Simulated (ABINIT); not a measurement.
A run of ABINIT 10.8.3 (patched build) is set up as follows.

The input run.abi:

```
# Datasets
ndtset 3

# Pseudopotentials
pp_dirpath "./"
pseudos "Ta.upf"

# Structure
acell 3*1.0 Angstrom
rprim
    -1.6512800000     1.6512800000     1.6512800000
     1.6512800000    -1.6512800000     1.6512800000
     1.6512800000     1.6512800000    -1.6512800000
ntypat 1
znucl 73
natom 1
typat 1
xred
            0.0            0.0            0.0

# Plane-wave basis
ecut 707.496042 eV

# k points
ngkpt 14 14 14
nshiftk 2
shiftk
     0.2500000000     0.2500000000     0.2500000000
    -0.2500000000    -0.2500000000    -0.2500000000
istwfk *1

# Exchange and correlation
ixc 11

# Bands and occupations
occopt 3
tsmear 0.00734986

# SCF cycle
nstep 80

# Output
iomode 3
prteig 0
prtebands 0

# Dataset 1: ground state
nband1 11
tolvrs1 1.0e-12
prtden1 1
prtwf1 0
kptopt1 1

# Dataset 2: empty bands at fixed density
iscf2 -3
getden2 1
nband2 16
nbdbuf2 4
tolwfr2 1.0e-12
nstep2 120
prtden2 0
kptopt2 1

# Dataset 3: wave functions and velocity matrix elements in the full zone
optdriver3 8
wfk_task3 "wfk_optics_fullbz"
getwfk3 2
nband3 12
kptopt3 1
prtevk3 1
inclvkb3 2
```

File optic.abi:

```
&FILES
 ddkfile_1 = 'runo_DS3_1_EVK.nc',
 ddkfile_2 = 'runo_DS3_2_EVK.nc',
 ddkfile_3 = 'runo_DS3_3_EVK.nc',
 wfkfile = 'runo_DS3_WFK.nc'
/
&PARAMETERS
 broadening = 0.001837,
 domega = 0.002,
 maxomega = 0.8,
 scissor = 0.000000,
 tolerance = 0.002
/
&COMPUTATIONS
 num_lin_comp = 1,
 lin_comp = 11,
 num_nonlin_comp = 0
/
```

Potentials or basis: PseudoDojo NC SR PBE v0.4.1 standard.

Run with:

```sh
$ abinit run.abi > log 2>&1
$ optic optic.abi > optic.log 2>&1
```

Predict the pressure.

3.5 GPa.

Dielectric function (mean over the directions given):
| energy (eV) | real part | imaginary part |
| --- | --- | --- |
| 0.33 | 16.87 | 4.20 |
| 0.76 | 17.31 | 1.45 |
| 1.31 | 14.07 | 10.38 |
| 1.74 | 21.80 | 7.18 |
| 2.29 | 15.00 | 11.99 |
| 2.83 | 19.95 | 22.49 |
| 3.27 | 13.40 | 16.52 |
| 3.81 | 7.25 | 11.59 |
| 4.25 | 8.52 | 12.43 |
| 4.79 | 10.60 | 12.36 |
| 5.33 | -4.41 | 27.52 |
| 5.77 | -9.57 | 15.12 |
| 6.31 | -7.04 | 8.18 |
| 6.75 | -4.83 | 3.88 |
| 7.29 | -2.19 | 4.24 |
| 7.84 | -1.55 | 4.24 |
| 8.27 | -0.30 | 3.74 |
| 8.82 | -0.76 | 3.31 |
| 9.36 | -1.76 | 3.47 |
| 9.80 | -0.92 | 3.01 |
| 10.34 | -1.07 | 2.14 |
| 10.78 | -1.10 | 3.33 |
| 11.32 | -0.35 | 2.96 |
| 11.86 | -0.64 | 2.00 |
| 12.30 | -0.93 | 2.05 |
| 12.84 | -0.34 | 1.70 |
| 13.28 | -0.28 | 1.77 |
| 13.82 | -0.34 | 1.76 |
| 14.37 | -1.42 | 2.25 |
| 14.80 | -0.51 | 2.25 |
| 15.35 | -0.71 | 2.55 |
| 15.89 | -1.62 | 1.41 |
| 16.33 | -1.22 | 1.19 |
| 16.87 | -0.35 | 1.36 |
| 17.31 | -1.14 | 0.60 |
| 17.85 | -0.69 | 0.63 |
| 18.39 | -0.48 | 0.28 |
| 18.83 | -0.22 | 0.39 |
| 19.38 | -0.17 | 0.33 |
| 19.92 | 0.03 | 0.40 |

Caveat: the intraband (Drude) term is left out; spectra need much finer meshes, so this one isn't converged; independent-particle spectra lack excitons. Spin-orbit coupling is left out, which matters for the levels of Ta.
